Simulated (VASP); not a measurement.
Input of a VASP 6.6.1 run:

Contents of INCAR:

```
SYSTEM = Hf
ALGO     = Fast           ! electronic algorithm
EDIFF    = 1E-7           ! SCF threshold, eV
EDIFFG   = -0.002         ! ionic threshold
ENCUT    = 520            ! plane-wave cutoff, eV
GGA      = PS             ! functional
IBRION   = 2              ! ionic algorithm
ISIF     = 3              ! what is computed and relaxed
ISMEAR   = 0              ! smearing method
LASPH    = .True.         ! aspherical terms in the spheres
LCHARG   = .False.        ! write CHGCAR
LREAL    = .False.        ! projectors in reciprocal space
LWAVE    = .False.        ! write WAVECAR
NELM     = 80             ! most SCF steps
NSW      = 80             ! ionic steps
PREC     = Accurate       ! precision mode
SIGMA    = 0.1            ! smearing width, eV
```

The input KPOINTS:

```
k-points
0
Gamma
  15 15 8
  0 0 0
```

File POSCAR:

```
Hf                                      
1.0
    3.1578561726      0.0000000000      0.0000000000
   -1.5789280863      2.7347836686     -0.0000000000
   -0.0000000000     -0.0000000000      4.9877245361
  Hf            
     2
Direct
     0.3333333300000021    0.6666666699999979    0.2500000000000000
     0.6666666699999979    0.3333333300000021    0.7500000000000000
```

Potentials or basis: VASP PAW PBE potentials, release 64 (Hf_pv).

Command:

```console
$ cat potpaw_PBE.64/Hf_pv/POTCAR > POTCAR
$ mpirun -np 1 vasp_std > vasp.out
```

Task: What does it give for the band gap on the k mesh?

Result: None (metal or under the smearing width).

Final structure:
```
CELL_PARAMETERS angstrom
3.15786 0.00000 0.00000
-1.57893 2.73478 0.00000
0.00000 0.00000 4.98772
ATOMIC_POSITIONS crystal
Hf 0.33333 0.66667 0.25000
Hf 0.66667 0.33333 0.75000
```

Caveat: the relaxation stopped at its first step, so nothing moved. The run has no spin-orbit coupling, so splittings on Hf are missing.
